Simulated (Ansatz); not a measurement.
Runs of Ansatz 0.2.0 on Si. It takes space group Fd-3m (No. 227, cubic). The conventional cell has a = 5.444 Å, b = 5.444 Å, c = 5.444 Å, α = 90.00°, β = 90.00°, γ = 90.00°. Around Si (site symmetry -43m) lie 4 Si at 2.36 Å. 

```csv
level,gap on the mesh (eV),pressure (GPa),relaxed volume (Å³/atom)
revPBE,(b),0.0,20.72
LDA,0.49,0.0,19.70
RPBE,(a),0.0,20.81
BLYP,0.91,0.0,(c)
PBE,0.65,0.0,20.46
```

Alike in all rows: task relaxation of cell and atoms; potentials or basis Ansatz PAW; no spin polarisation; cell relaxed; k mesh 8 × 8 × 8; cutoff (eV) 420; smearing fermi-dirac 0.05 eV.

Problem. Estimate the missing entries.

Solution. (a) 0.74; (b) 0.71; (c) 21.16.

Caveats: the plane-wave basis is chosen anew once the cell has moved, so the energies of steps on either side of that aren't comparable; the PAW data sets come from PBE, with cores solved anew for the run's functional, which leaves a small shift of forces and pressure (some runs).

A k mesh can miss the band edges.
